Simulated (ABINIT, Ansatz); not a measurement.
**A GW chain in ABINIT: BeTe (F-43m)**

Aim: the G0W0 gap of BeTe (F-43m) on PBE, step by step.

Calculated with ABINIT 10.8.3; PBE and many-body steps on it, plane waves.

**Experimental background.**

- Gap 2.8 eV: absolute (indirect, Gamma to X) gap, second literature value; film (quoted from earlier experiment) (quoted in “The band structure of BeTe - a combined experimental and theoretical study”, 1997, arxiv:cond-mat/9712266).

- Gap 2.7 eV: absolute (indirect, Gamma to X) gap; bulk crystal (quoted from earlier experiment) (quoted in “The band structure of BeTe - a combined experimental and theoretical study”, 1997, arxiv:cond-mat/9712266).

Report form: the programs' logs are mostly left out.

### Step 1. The structure

Symmetry: F-43m, No. 216, cubic system. The conventional cell has a = 5.663 Å, b = 5.663 Å, c = 5.663 Å, α = 90.00°, β = 90.00°, γ = 90.00°. Nearest to Be lie 4 Te at 2.45 Å. Nearest to Te lie 4 Be at 2.45 Å. Farther neighbours and most contacts between anions are not listed.

The cell and positions are those that the Materials Project relaxed with its own functionals (PBE, PBE+U or r2SCAN), kept fixed. Spin-orbit coupling is left out unless a step names it.

### Step 2. Ground state

This step: ABINIT 10.8.3; DFT, PBE, plane waves, norm-conserving pseudopotentials.

The ground-state density comes first.

run.abi

```
acell 3*1.0 Angstrom
rprim 
  -0.000000000000 2.831458787600 2.831458787600
  2.831458787600 0.000000000000 2.831458787600
  2.831458787600 2.831458787600 0.000000000000
ntypat 2
znucl 4 52
natom 2
typat 1 2
xred 
  0.000000000000 0.000000000000 0.000000000000
  0.750000000000 0.750000000000 0.750000000000
pp_dirpath "pseudos"
pseudos "Be.upf, Te.upf"
ecut 38
ngkpt 6 6 6
nshiftk 1
shiftk 0 0 0
kptopt 1
chksymbreak 0
nband 15
occopt 1
tolvrs 1e-10
nstep 60
prtwf 0
optforces 0
optstress 0
indata_prefix "in"
outdata_prefix "out"
tmpdata_prefix "tmp"
```

Started as:

```
> OMP_NUM_THREADS=1 mpirun -n 8 abinit run.abi > log
```

Run time: 5.4 s. Hardware: 8 MPI ranks of Arm Neoverse V2, shared host; peak memory 0.61 GiB; 43 s of CPU time.

Numbers from this step:

```yaml
total_energy: -3233.7959 eV
gap: 2.028 eV
k_of_the_valence_top: 0, 0, 0
k_of_the_conduction_bottom: 0.5, 0.5, 0
least_direct_gap: 3.657 eV
```

The gap is indirect, with the least direct gap 1.63 eV higher.

### Step 3. Bands along the symmetry lines

Levels along a band path, at the cheap level, show where the edges lie and whether the meshes to come will hold them.

run.abi

```
acell 3*1.0 Angstrom
rprim 
  -0.000000000000 2.831458787600 2.831458787600
  2.831458787600 0.000000000000 2.831458787600
  2.831458787600 2.831458787600 0.000000000000
ntypat 2
znucl 4 52
natom 2
typat 1 2
xred 
  0.000000000000 0.000000000000 0.000000000000
  0.750000000000 0.750000000000 0.750000000000
pp_dirpath "pseudos"
pseudos "Be.upf, Te.upf"
ecut 38
iscf -2
irdden 1
kptopt 0
nkpt 50
kpt 
  0.00000000 0.00000000 0.00000000
  -0.06250000 -0.06250000 0.00000000
  -0.12500000 -0.12500000 0.00000000
  -0.18750000 -0.18750000 0.00000000
  -0.25000000 -0.25000000 0.00000000
  -0.31250000 -0.31250000 0.00000000
  -0.37500000 -0.37500000 0.00000000
  -0.43750000 -0.43750000 0.00000000
  -0.50000000 -0.50000000 0.00000000
  -0.48437500 -0.48437500 0.03125000
  -0.46875000 -0.46875000 0.06250000
  -0.45312500 -0.45312500 0.09375000
  -0.43750000 -0.43750000 0.12500000
  -0.42187500 -0.42187500 0.15625000
  -0.40625000 -0.40625000 0.18750000
  -0.39062500 -0.39062500 0.21875000
  -0.37500000 -0.37500000 0.25000000
  -0.37500000 0.00000000 0.37500000
  -0.32812500 0.00000000 0.32812500
  -0.28125000 0.00000000 0.28125000
  -0.23437500 0.00000000 0.23437500
  -0.18750000 0.00000000 0.18750000
  -0.14062500 0.00000000 0.14062500
  -0.09375000 0.00000000 0.09375000
  -0.04687500 0.00000000 0.04687500
  0.00000000 0.00000000 0.00000000
  0.00000000 0.00000000 0.06250000
  0.00000000 0.00000000 0.12500000
  0.00000000 0.00000000 0.18750000
  0.00000000 0.00000000 0.25000000
  0.00000000 0.00000000 0.31250000
  0.00000000 0.00000000 0.37500000
  0.00000000 0.00000000 0.43750000
  -0.00000000 -0.00000000 0.50000000
  -0.06250000 -0.03125000 0.46875000
  -0.12500000 -0.06250000 0.43750000
  -0.18750000 -0.09375000 0.40625000
  -0.25000000 -0.12500000 0.37500000
  -0.31250000 -0.15625000 0.34375000
  -0.37500000 -0.18750000 0.31250000
  -0.43750000 -0.21875000 0.28125000
  -0.50000000 -0.25000000 0.25000000
  -0.50000000 -0.28125000 0.21875000
  -0.50000000 -0.31250000 0.18750000
  -0.50000000 -0.34375000 0.15625000
  -0.50000000 -0.37500000 0.12500000
  -0.50000000 -0.40625000 0.09375000
  -0.50000000 -0.43750000 0.06250000
  -0.50000000 -0.46875000 0.03125000
  -0.50000000 -0.50000000 0.00000000
istwfk *1
nband 17
nbdbuf 2
tolwfr 1e-08
nstep 40
prtwf 0
prtvol 0
indata_prefix "in"
outdata_prefix "out"
tmpdata_prefix "tmp"
```

Run time: 7 s. Hardware: 8 MPI ranks; peak memory 0.54 GiB; 55 s of CPU time.

This step gave:

```yaml
gap: 2.028 eV
k_of_the_valence_top: 0, 0, 0
k_of_the_conduction_bottom: -0.5, -0.5, 0
least_direct_gap: 3.657 eV
```

The gap is 2.028 eV, as in the run before at this level.

The electronic bands at the labelled points (eV, zero at the top of the highest filled band):

```csv
point,band 7,band 8,band 9,band 10,band 11,band 12,band 13,band 14
Γ,-12.19,0.00,0.00,0.00,3.66,3.66,3.66,3.72
halfway,-11.47,-2.86,-1.63,-1.63,2.65,4.42,6.45,6.45
X,-10.42,-5.01,-2.57,-2.57,2.03,2.71,9.68,9.68
halfway,-10.41,-4.91,-3.06,-2.47,2.36,3.38,9.09,9.15
U,-10.44,-4.67,-3.78,-2.17,2.75,5.30,7.89,8.17
jump to K,-10.44,-4.67,-3.78,-2.17,2.75,5.30,7.89,8.17
halfway,-11.41,-3.47,-2.20,-0.65,4.06,4.70,5.22,6.29
Γ,-12.19,0.00,0.00,0.00,3.66,3.66,3.66,3.72
halfway,-11.65,-3.26,-0.65,-0.65,3.30,4.52,4.52,7.00
L,-10.89,-5.42,-1.10,-1.10,3.06,4.63,4.63,7.93
halfway,-10.66,-5.01,-2.83,-1.85,4.21,4.43,6.68,7.78
W,-10.39,-4.50,-3.60,-3.12,5.30,5.58,5.62,6.17
halfway,-10.40,-4.82,-3.05,-2.87,3.06,3.67,8.26,8.44
X,-10.42,-5.01,-2.57,-2.57,2.03,2.71,9.68,9.68
```

### Step 4. Empty states on the mesh, 6×6×6 mesh, 106 bands

The sums over transitions need many empty states on a uniform mesh; this step solves for them.

run.abi

```
acell 3*1.0 Angstrom
rprim 
  -0.000000000000 2.831458787600 2.831458787600
  2.831458787600 0.000000000000 2.831458787600
  2.831458787600 2.831458787600 0.000000000000
ntypat 2
znucl 4 52
natom 2
typat 1 2
xred 
  0.000000000000 0.000000000000 0.000000000000
  0.750000000000 0.750000000000 0.750000000000
pp_dirpath "pseudos"
pseudos "Be.upf, Te.upf"
ecut 38
ngkpt 6 6 6
nshiftk 1
shiftk 0 0 0
kptopt 1
chksymbreak 0
irdden 1
istwfk *1
nband 106
prtvol 0
optdriver 6
gwr_task "HDIAGO"
paral_kgb 0
occopt 1
indata_prefix "in"
outdata_prefix "out"
tmpdata_prefix "tmp"
```

Elapsed: 58 s, on 8 MPI ranks; peak memory 5.5 GiB.

This step gave:

| Quantity | Value |
| --- | --- |
| gap | 2.028 eV |
| k of the valence top | 0, 0, 0 |
| k of the conduction bottom | 0.5, 0.5, 0 |
| least direct gap | 3.658 eV |
| k points computed | 16 |
| lowest point of the top converged band, above the valence top | 79.4656 eV |

On this mesh the gap is 2.028 eV.

### Step 5. Screening, 6×6×6 mesh, 98 bands, screening to 149.7 eV

The RPA dielectric matrix is built and inverted for each q.

This step: RPA screening on PBE, plane waves, norm-conserving pseudopotentials.

run.abi, as its differences from that of step 4:

```diff
@@ -20,10 +20,11 @@
 chksymbreak 0
-irdden 1
 istwfk *1
-nband 106
-prtvol 0
-optdriver 6
-gwr_task "HDIAGO"
-paral_kgb 0
 occopt 1
+irdwfk 1
+optdriver 3
+nband 98
+ecuteps 5.5
+inclvkb 2
+awtr 1
+symchi 1
 indata_prefix "in"
```

Elapsed: 62 s, on 8 MPI ranks; peak memory 2.1 GiB.

This step gave:

```
ε∞ with local fields, on this mesh, along the program's q direction : 7.293
the same without local fields                                       : 8.396
plasma frequency                                                    : 24.65 eV
plane waves in the screening matrix                                 : 169
```

Local fields lower ε∞ by 13 %.

### Step 6. Self-energy, 6×6×6 mesh, 98 bands, screening to 149.7 eV

The self-energy is evaluated for the states that the input lists, and the levels follow from it, in one-shot runs by the linearised quasiparticle equation.

This step: G0W0 on PBE, plane waves, norm-conserving pseudopotentials.

run.abi, as its differences from that of step 5:

```diff
@@ -23,8 +23,17 @@
 irdwfk 1
-optdriver 3
+optdriver 4
 nband 98
+gwcalctyp 0
+ecutsigx 38
+symsigma 1
+nkptgw 2
+kptgw 
+  0.0000000000 0.0000000000 0.0000000000
+  0.5000000000 0.5000000000 0.0000000000
+bdgw 
+  8 13
+  9 12
 ecuteps 5.5
-inclvkb 2
-awtr 1
-symchi 1
+irdscr 1
+ppmodel 1
 indata_prefix "in"
```

It took 6.3 s on 8 MPI ranks; peak memory 1.7 GiB; 50 s of CPU time.

This step gave:

```
G0W0 gap on the points computed              : 3.362 eV
starting gap on the mesh                     : 2.028 eV
k of the valence top                         : 0, 0, 0
k of the conduction bottom                   : 0.5, 0.5, 0
Z at the valence top                         : 0.802
Z at the conduction bottom                   : 0.814
least direct G0W0 gap on the computed points : 5.273 eV
```

The gap on the mesh goes from 2.03 eV to 3.36 eV, a correction of +1.33 eV.

Limits: finite bands, cutoff and mesh; exchange with frozen shells missing; no spin-orbit coupling. v1 is the top filled band, c1 the lowest empty one. Levels before and after the correction, in eV, zero at the valence-band top of each column:

```csv
,conduction bottom,valence top
Kohn-Sham,2.03,0.00
G0W0,3.36,0.00
```

```csv
,level,energy (eV)
Kohn-Sham,Γ v3-v1,0.000
Kohn-Sham,Γ c1-c3,3.658
Kohn-Sham,(0.5 0.5 0) v2-v1,-2.574
Kohn-Sham,(0.5 0.5 0) c1,2.028
Kohn-Sham,(0.5 0.5 0) c2,2.714
G0W0,Γ v3-v1,0.000
G0W0,Γ c1-c3,5.273
G0W0,(0.5 0.5 0) v2-v1,-2.600
G0W0,(0.5 0.5 0) c1,3.362
G0W0,(0.5 0.5 0) c2,4.191
```

### Step 7. Where the time went

Times are wall times on 8 MPI ranks of Arm Neoverse V2, shared host, good to a factor of about two.

```csv
step,time,share,memory (GiB)
ground state,5.4 s,4 %,0.61
bands along the symmetry lines,7 s,5 %,0.54
empty states on the mesh,58 s,42 %,5.5
screening,62 s,45 %,2.1
self-energy,6.3 s,5 %,1.7
```

### Step 8. Summary of results

| Quantity | Value |
| --- | --- |
| PBE gap | 2.03 eV, indirect |
| G0W0 gap on the mesh | 3.36 eV |
| GW settings | 6×6×6 mesh, 98 bands, screening to 149.7 eV, Godby-Needs plasmon pole |
| known limits | not at the basis limit; exchange with frozen shells missing; no spin-orbit coupling |

In words: G0W0 moves the gap on the mesh from 2.03 eV to 3.36 eV (+1.33 eV), with Z of 0.80 and 0.81 at the edges. Local fields lower the RPA ε∞ on this mesh from 8.40 to 7.29. Only 2 of the mesh's irreducible points were corrected, so a valley elsewhere could overtake. Against experiment, by G0W0@PBE: the gap of 3.36 eV lies +0.56 eV from the measured 2.8 eV (indirect, quoted 1997); the gap of 3.36 eV lies +0.66 eV from the measured 2.7 eV (indirect, quoted 1997). The calculation has static nuclei and no excitons; a measured gap holds zero-point and thermal motion, which mostly lowers it. With atoms this heavy the missing spin-orbit coupling can matter too. Bands and cutoff are finite, so the gap is not at the basis limit. The miss can reach some tenths of an eV and take either sign; the mesh is an error of its own. In the G0W0 run levels were corrected at 2 k points alone, so a gap called «on the mesh» is the least over those, and an edge elsewhere would be missed. The norm-conserving file of at least one element keeps a d shell over frozen s and p shells of the same row. Exchange with those shells is missing from the self-energy, an error of 0.3 to 0.9 eV in cases checked, whose sign depends on which edge lies on those atoms.

[Paths, hosts, dates, memory and timing lines, banners, echoed tables and standing remarks are left out of the program output.]

[Logs are printed without paths, hosts, clocks, repeated set-up lines and the standing remarks that a program may print on its own settings, such as how far it seeks lower states.]

[Runs of the session that timed out or met a known fault of the program may be left out.]

[Hosts, paths, dates, database ids (printed as entryN), source tags and the programs' standing remarks are cut or masked in the printed files.]

[G0W0 gaps are taken among the corrected bands and points alone; a level outside them can change the order at an edge.]

[Where Ansatz stands beside ABINIT at settings called matched, ABINIT's density can come from a denser mesh and the files from another edition; pairs whose starting gaps differed by over 0.03 eV were left out, so agreement reads better than it is.]
